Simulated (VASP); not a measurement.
A run of VASP 6.6.1 is set up as follows.

File INCAR:

```
SYSTEM = InAs
PREC = Accurate ; ENCUT = 600
EDIFF = 1E-7 ; ISMEAR = -1
SIGMA = 0.05 ; LREAL = .FALSE.
LASPH = .TRUE. ; NELM = 60
ALGO = Fast ; ISIF = 3
LWAVE = .FALSE. ; LCHARG = .FALSE.
GGA = PE ; IBRION = 2
NSW = 40 ; EDIFFG = -0.01
```

The input KPOINTS:

```
regular mesh
0
G
  6 6 6
  0 0 0
```

The input POSCAR:

```
InAs
1.0
    0.0000000000      3.0180000000      3.0180000000
    3.0180000000      0.0000000000      3.0180000000
    3.0180000000      3.0180000000      0.0000000000
In As
1 1
Direct
    0.0000000000      0.0000000000      0.0000000000
    0.7500000000      0.7500000000      0.7500000000
```

Potentials or basis: VASP PAW PBE potentials, release 64 (In_d, As).

Run with:

```bash
$ cat potpaw_PBE.64/In_d/POTCAR potpaw_PBE.64/As/POTCAR > POTCAR
$ mpirun -np 1 vasp_std > vasp.out
```

Q: What does it give for the space group after relaxing (to 0.05 Å)?

A: F-43m (No. 216).

Q: Predict the relaxed volume.

A: 29.66 Å³/atom.

The path:
| step | energy change (eV) | largest force (eV/Å) | pressure (GPa) | volume (Å³) |
| --- | --- | --- | --- | --- |
| 1 | 0.0000 | 0.0000 | 4.46 | 54.98 |
| 2 | -0.0470 | 0.0000 | -1.45 | 61.29 |
| 3 | -0.0562 | 0.0000 | 0.01 | 59.32 |

PBE usually gives volumes a little too large and moduli too small. Zero-point motion and thermal expansion aren't in these numbers.
